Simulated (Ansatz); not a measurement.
# GaAs (F-43m) in Ansatz: further runs

Runs on GaAs. Level: r2SCAN+D3(BJ). Tasks: single point, equation of state.

All numbers are computed with Ansatz 0.2.0; they aren't measurements. Logs are shortened: lines on timing, memory, paths and dates and some standing lists are left out, and cuts for length are marked.

### Step 1. The crystal as given

The structure is cubic, space group F-43m (No. 216). The conventional cell has a = 5.654 Å, b = 5.654 Å, c = 5.654 Å, α = 90.00°, β = 90.00°, γ = 90.00°. As (site symmetry -43m) has 4 Ga at 2.45 Å as nearest neighbours. Ga (site symmetry -43m) has 4 As at 2.45 Å as nearest neighbours.

### Step 2. Single point, r2SCAN+D3(BJ), 21.23 Å³/atom (volume scaled by 0.94)

Contents of input.yaml:

```yaml
crystal:
  lattice:
    - [0.0, 2.7691429914, 2.7691429914]
    - [2.7691429914, 0.0, 2.7691429914]
    - [2.7691429914, 2.7691429914, 0.0]
  atoms:
    - { symbol: As, position: [0.75, 0.75, 0.75] }
    - { symbol: Ga, position: [0.0, 0.0, 0.0] }
hamiltonian:
  xc: r2scan
  pseudopotentials: { kind: paw }
  dispersion: d3bj
kpoints:
  mp_grid: { grid: [8, 8, 8] }
scf:
  occupations: { method: fermi_dirac, width: 0.05 }
output:
  forces: true
  stress: true
  eigenvalues: true
```

Potentials or basis: Ansatz PAW.

Command:

```sh
ansatz run input.yaml --threads 2 --pin off --max-ram 5120MiB --backend cpu --events-out ev --progress --plain --runs-dir out
```

The log of the run:

```text
Warning: the engine holds no damping parameters fitted to this dispersion correction and functional, so the run takes those fitted to r2scan beside the three-body term, which d3bj leaves out (hamiltonian.dispersion, under Limitations)
Warning: RAYON_NUM_THREADS=2 ignored (pool sized by the plan → 2); use --threads N
Engine: ansatz 0.2.0, aarch64-unknown-linux-gnu
Pseudopotentials: kind: paw
Pseudopotential: As, paw, valence charge 15, recommended cutoff 500 eV (meta_gga), As.paw.azcp
Pseudopotential: Ga, paw, valence charge 13, recommended cutoff 500 eV (meta_gga), Ga.paw.azcp
Functional definition: r2SCAN
  parameter k0 = 0.174
  parameter k1 = 0.065
  parameter a1 = 4.9479
  exchange = r2scan_x(k0 = k0, k1 = k1, a1 = a1)
  correlation = r2scan_c
Crystal: 2 atoms, lattice volume = 42.468 Å³
Basis set: ecut = 500 eV, 1067 PW (Γ), exchange–correlation on 120×120×120 points (64 copies of the dense FFT grid, shifted against one another)
Bands: 18, of which v1, the nominal top of the filled ones, is band 14 counted from 1 (13 counted from 0)
Symmetry: 24 space group operations
Space group: F-43m (ITA 216), of the structure as read, at distance tolerance 3.5e-5 Å
k-points: 29 of 512 (time reversal used)
Non-local potential: As, projectors of the file, l = 0: 2, l = 1: 2, l = 2: 3, l = 3: 1
Non-local potential: Ga, projectors of the file, l = 0: 2, l = 1: 2, l = 2: 3, l = 3: 1
PAW form: soft (Blöchl's): semilocal exchange-correlation on the pseudo side does not see the compensation charge
PAW frozen core: As, regenerated for the run's functional (the file was generated under x = pbe(κ = 0.804, μ = 0.2195149727645171), c = pbe(β = 0.06672455060314922))
PAW frozen core: Ga, regenerated for the run's functional (the file was generated under x = pbe(κ = 0.804, μ = 0.2195149727645171), c = pbe(β = 0.06672455060314922))
PAW one-centre angular grid: As, 590 points (default); XC on 160 Gauss nodes
PAW one-centre angular grid: Ga, 590 points (default); XC on 160 Gauss nodes
Initial density: superposition of atomic densities (neutral atoms: chi_scale 0, normalization atom), corrected by the library's trained network
Initial wavefunctions: pseudopotential atomic-orbital guess
Functional: x = r2scan, c = r2scan; τ floored in thin density (d = 2e-4 eV/Å³)
SCF iter   1: F=—  HF=-8656.013912 eV  |F-HF|=—  |Δ(HF+E_count)|=         —  Δρ=8.08e-3  dr2=1.07e-2  dr2_τ=5.70e-3  ethr=1.77e-3  ⟨swp⟩=5.7  Hψ=2554  notcnv=0
preconditioner: auto → none  [insulator: Δε(μ)=1.452 eV  Ē_g=16.663 eV  σ=0.050 eV  W_gap=1.00  n_scr=14 (ndim 8)  ℏωp=24.2 eV  f_vac=0.071  D(μ)=0.00/eV (n_scr^D=0)  ε∞_Penn≈3.1]
SCF iter   2: F=—  HF=-8656.027227 eV  |F-HF|=—  |Δ(HF+E_count)|=   1.33e-2  Δρ=1.68e-3  dr2=1.42e-3  dr2_τ=3.88e-5  ethr=3.82e-5  ⟨swp⟩=2.0  Hψ=1276  notcnv=0
SCF iter   3: F=—  HF=-8656.026724 eV  |F-HF|=—  |Δ(HF+E_count)|=   5.03e-4  Δρ=1.54e-3  dr2=3.64e-4  dr2_τ=3.05e-6  ethr=5.07e-6  ⟨swp⟩=2.0  Hψ=813  notcnv=0
SCF iter   4: F=—  HF=-8656.026929 eV  |F-HF|=—  |Δ(HF+E_count)|=   2.05e-4  Δρ=2.56e-4  dr2=1.56e-5  dr2_τ=4.51e-7  ethr=1.30e-6  ⟨swp⟩=3.0  Hψ=1027  notcnv=0
SCF iter   5: F=—  HF=-8656.026922 eV  |F-HF|=—  |Δ(HF+E_count)|=   6.94e-6  Δρ=5.63e-5  dr2=1.74e-6  dr2_τ=1.12e-8  ethr=5.57e-8  ⟨swp⟩=2.0  Hψ=928  notcnv=0
SCF iter   6: F=—  HF=-8656.026922 eV  |F-HF|=—  |Δ(HF+E_count)|=   5.20e-7  Δρ=2.48e-5  dr2=3.78e-7  dr2_τ=4.92e-9  ethr=6.21e-9  ⟨swp⟩=2.0  Hψ=928  notcnv=0
SCF iter   7: F=-8656.026921 eV  HF=-8656.026921 eV  |F-HF|=1.56e-8  |Δ(HF+E_count)|=   8.17e-8  Δρ=6.59e-6  dr2=2.70e-8  dr2_τ=3.91e-11  ethr=3.57e-10  ⟨swp⟩=5.0  Hψ=2076  notcnv=0
SCF 1 converged in 7 iterations: F = -8656.026921 eV  dr2 = 2.70e-8
SCF converged after 7 iterations
Free energy (F): -8656.026921 eV
Harris-Foulkes:  -8656.026921 eV  (|F-HF|=1.56e-8)
Internal energy: -8656.026921 eV  (E = F + TS)
E sigma→0 (E₀):  -8656.026921 eV
Fermi energy:    9.571839 eV
--- Per-component energies (eV) ---
  E_band       = -310.320926
  E_kinetic    = 220.494022
  E_local      = -3828.478217  (includes V_loc(G=0)·N_el)
  E_nonlocal   = -243.069743
  E_hartree    = 1941.650487
  E_xc         = -137.686052
  E_vxc        = -145.411774  (∫ρ·V_xc dr)
  E_paw        = -3851.535573  (= ΣΔE_a)
  E_vpaw       = -204.713134  (= ΣTr[D̂ρ^β])
  E_aug_tail   = -0.000047  (compensation charges beyond the density's cutoff)
  E_vtau       = 7.557343  (kinetic-family band-sum trace: ∫τ·v_τ [+ j·A + Jᵃ·Aᵃ] dr)
  E_ewald      = -2754.967391
  E_disp       = -0.323929  (pairwise vdW)
  E_core_change = -2.110478  (= ΣΔE_core)
  E_smearing   = -0.000000  (= −TS)
  E_closure    = -0.000000  (closes the sum)
  Σ components = -8656.026921   (vs F -8656.026921, Δ=0.00e0)
--- Forces (eV/Å), atoms counted from 1 ---
  atom   1  As     0.00000000    -0.00000000     0.00000000
  atom   2  Ga    -0.00000000     0.00000000    -0.00000000
  max |Σ_I F_I| component: 2.12e-16 eV/Å
--- Stress (GPa, compression-positive) ---
        4.599933       0.000000      -0.000000
        0.000000       4.599933       0.000000
       -0.000000       0.000000       4.599933
  P = ⅓ Tr σ = 4.5999 GPa (45.999 kbar)
--- Band table (eV; the first three rows and the last of 29) ---
  k-point 0: bands = ["-27.0575", "-27.0575", "-27.0575", "-27.0423", "-27.0423", "-6.5345", "-6.5345", "-6.5345", "-6.4275", "-6.4275", "-4.8750", "8.8122", "8.8122", "8.8122", "10.3370", "12.8742", "12.8742", "12.8742"]
  k-point 1: bands = ["-27.0574", "-27.0573", "-27.0573", "-27.0422", "-27.0422", "-6.5563", "-6.5298", "-6.5298", "-6.4278", "-6.4278", "-4.6626", "6.9077", "8.5448", "8.5448", "11.1454", "13.2650", "13.2650", "13.5400"]
  k-point 2: bands = ["-27.0573", "-27.0568", "-27.0568", "-27.0421", "-27.0421", "-6.6004", "-6.5194", "-6.5194", "-6.4273", "-6.4273", "-4.0737", "4.4796", "8.0470", "8.0470", "10.8745", "13.8282", "13.8282", "15.6173"]
  k-point 28: bands = ["-27.0570", "-27.0565", "-27.0547", "-27.0425", "-27.0413", "-6.6727", "-6.4909", "-6.4759", "-6.4420", "-6.4232", "-1.8790", "1.7400", "4.8596", "5.0698", "13.9186", "14.1482", "14.9389", "15.3374"]
```

Run time: 2.8 s. Hardware: 2 threads of Arm Neoverse V1, shared host; peak memory 0.42 GiB.

Results:

```yaml
Free_energy: -8656.0269 eV
Pressure: 4.6 GPa
Band_gap_on_the_k_mesh: 1.52 eV, direct
```

Caveat: the PAW data sets come from PBE, with cores solved anew for the run's functional, which leaves a small shift of forces and pressure; the dispersion damping was fitted for another functional or another form of the correction.

### Step 3. Single point, r2SCAN+D3(BJ), 21.69 Å³/atom (volume scaled by 0.96)

input.yaml: that of step 2 with these lines changed.

```diff
@@ -2,5 +2,5 @@
   lattice:
-    - [0.0, 2.7691429914, 2.7691429914]
-    - [2.7691429914, 0.0, 2.7691429914]
-    - [2.7691429914, 2.7691429914, 0.0]
+    - [0.0, 2.7886446409, 2.7886446409]
+    - [2.7886446409, 0.0, 2.7886446409]
+    - [2.7886446409, 2.7886446409, 0.0]
   atoms:
```

Potentials or basis: Ansatz PAW.

Command:

```sh
ansatz run input.yaml --threads 2 --pin off --max-ram 5120MiB --backend cpu --events-out ev --progress --plain --runs-dir out
```

Wall time 2.8 s (2 threads of Arm Neoverse V1, shared host); peak memory 0.43 GiB.

Results (log left out):

| Property | Result |
| --- | --- |
| Free energy | -8656.0474 eV |
| Pressure | 2.7 GPa |
| Band gap on the k mesh | 1.35 eV, direct |

Caveat: the PAW data sets come from PBE, with cores solved anew for the run's functional, which leaves a small shift of forces and pressure; the dispersion damping was fitted for another functional or another form of the correction.

### Step 4. Single point, r2SCAN+D3(BJ), 22.14 Å³/atom (volume scaled by 0.98)

input.yaml: that of step 3 with these lines changed.

```diff
@@ -2,5 +2,5 @@
   lattice:
-    - [0.0, 2.7886446409, 2.7886446409]
-    - [2.7886446409, 0.0, 2.7886446409]
-    - [2.7886446409, 2.7886446409, 0.0]
+    - [0.0, 2.8078772807, 2.8078772807]
+    - [2.8078772807, 0.0, 2.8078772807]
+    - [2.8078772807, 2.8078772807, 0.0]
   atoms:
```

Command:

```sh
ansatz run input.yaml --threads 2 --pin off --max-ram 5120MiB --backend cpu --events-out ev --progress --plain --runs-dir out
```

Run time: 2.8 s. Hardware: 2 threads of Arm Neoverse V1, shared host; peak memory 0.43 GiB.

Results (log left out):

* Free energy: -8656.0575 eV
* Pressure: 1.0 GPa
* Band gap on the k mesh: 1.18 eV, direct

Caveat: the PAW data sets come from PBE, with cores solved anew for the run's functional, which leaves a small shift of forces and pressure; the dispersion damping was fitted for another functional or another form of the correction.

### Step 5. Single point, r2SCAN+D3(BJ), 22.59 Å³/atom

input.yaml: that of step 4 with these lines changed.

```diff
@@ -2,5 +2,5 @@
   lattice:
-    - [0.0, 2.8078772807, 2.8078772807]
-    - [2.8078772807, 0.0, 2.8078772807]
-    - [2.8078772807, 2.8078772807, 0.0]
+    - [0.0, 2.82685, 2.82685]
+    - [2.82685, 0.0, 2.82685]
+    - [2.82685, 2.82685, 0.0]
   atoms:
```

Command:

```sh
ansatz run input.yaml --threads 2 --pin off --max-ram 5120MiB --backend cpu --events-out ev --progress --plain --runs-dir out
```

Run time: 2.8 s. Hardware: 2 threads of Arm Neoverse V1, shared host; peak memory 0.43 GiB.

Results (log left out):

| Property | Result |
| --- | --- |
| Free energy | -8656.0585 eV |
| Pressure | -0.6 GPa |
| Band gap on the k mesh | 1.02 eV, direct |

Caveat: the PAW data sets come from PBE, with cores solved anew for the run's functional, which leaves a small shift of forces and pressure; the dispersion damping was fitted for another functional or another form of the correction.

### Step 6. Single point, r2SCAN+D3(BJ), 23.04 Å³/atom (volume scaled by 1.02)

input.yaml: that of step 5 with these lines changed.

```diff
@@ -2,5 +2,5 @@
   lattice:
-    - [0.0, 2.82685, 2.82685]
-    - [2.82685, 0.0, 2.82685]
-    - [2.82685, 2.82685, 0.0]
+    - [0.0, 2.8455714065, 2.8455714065]
+    - [2.8455714065, 0.0, 2.8455714065]
+    - [2.8455714065, 2.8455714065, 0.0]
   atoms:
```

Potentials or basis: Ansatz PAW.

Command:

```sh
ansatz run input.yaml --threads 2 --pin off --max-ram 5120MiB --backend cpu --events-out ev --progress --plain --runs-dir out
```

Wall time 2.8 s (2 threads of Arm Neoverse V1, shared host); peak memory 0.43 GiB.

Results (log left out):

```
Free energy            : -8656.0513 eV
Pressure               : -1.9 GPa
Band gap on the k mesh : 0.86 eV, direct
```

Caveat: the PAW data sets come from PBE, with cores solved anew for the run's functional, which leaves a small shift of forces and pressure; the dispersion damping was fitted for another functional or another form of the correction.

### Step 7. Single point, r2SCAN+D3(BJ), 23.49 Å³/atom (volume scaled by 1.04)

input.yaml: that of step 6 with these lines changed.

```diff
@@ -2,5 +2,5 @@
   lattice:
-    - [0.0, 2.8455714065, 2.8455714065]
-    - [2.8455714065, 0.0, 2.8455714065]
-    - [2.8455714065, 2.8455714065, 0.0]
+    - [0.0, 2.8640496607, 2.8640496607]
+    - [2.8640496607, 0.0, 2.8640496607]
+    - [2.8640496607, 2.8640496607, 0.0]
   atoms:
@@ -20 +20,5 @@
   eigenvalues: true
+  write_density: true
+  write_potential: true
+  elf: true
+  volumetric_format: npy
```

Command:

```sh
ansatz run input.yaml --threads 2 --pin off --max-ram 5120MiB --backend cpu --events-out ev --progress --plain --runs-dir out
```

Run time: 4.2 s. Hardware: 2 threads of Arm Neoverse V1, shared host; peak memory 0.43 GiB.

Results (log left out):

```yaml
Free_energy: -8656.0368 eV
Pressure: -3.2 GPa
Band_gap_on_the_k_mesh: 0.70 eV, direct
```

Caveat: the PAW data sets come from PBE, with cores solved anew for the run's functional, which leaves a small shift of forces and pressure; the dispersion damping was fitted for another functional or another form of the correction.

### Step 8. Single point, r2SCAN+D3(BJ), 23.94 Å³/atom (volume scaled by 1.06)

Contents of input.yaml:

```yaml
crystal:
  lattice:
    - [0.0, 2.8822925071, 2.8822925071]
    - [2.8822925071, 0.0, 2.8822925071]
    - [2.8822925071, 2.8822925071, 0.0]
  atoms:
    - { symbol: As, position: [0.75, 0.75, 0.75] }
    - { symbol: Ga, position: [0.0, 0.0, 0.0] }
hamiltonian:
  xc: r2scan
  pseudopotentials: { kind: paw }
  dispersion: d3bj
kpoints:
  mp_grid: { grid: [8, 8, 8] }
scf:
  occupations: { method: fermi_dirac, width: 0.05 }
output:
  forces: true
  stress: true
  eigenvalues: true
```

Command:

```sh
ansatz run input.yaml --threads 2 --pin off --max-ram 5120MiB --backend cpu --events-out ev --progress --plain --runs-dir out
```

Run time: 3.2 s. Hardware: 2 threads of Arm Neoverse V1, shared host; peak memory 0.43 GiB.

The run converged. Its results:

```
Free energy            : -8656.0157 eV
Pressure               : -4.3 GPa
Band gap on the k mesh : 0.55 eV, direct
```

Caveat: the PAW data sets come from PBE, with cores solved anew for the run's functional, which leaves a small shift of forces and pressure; the dispersion damping was fitted for another functional or another form of the correction.

### Step 9. Equation of state, r2SCAN+D3(BJ)

Potentials or basis: Ansatz PAW.

No new run: the results of the series are fitted here.

What came out:

```
Equilibrium volume                      : 22.41 Å³/atom
Bulk modulus                            : 75 GPa
Pressure derivative of the bulk modulus : 4.6
```

Energy against volume, from the lowest point:
| volume (Å³/atom) | energy (meV/atom) |
| --- | --- |
| 21.234 | 15.80 |
| 21.686 | 5.58 |
| 22.138 | 0.50 |
| 22.590 | 0.00 |
| 23.041 | 3.60 |
| 23.493 | 10.86 |
| 23.945 | 21.39 |

Caveat: the PAW data sets were made with another functional, which shifts forces and pressure a little.
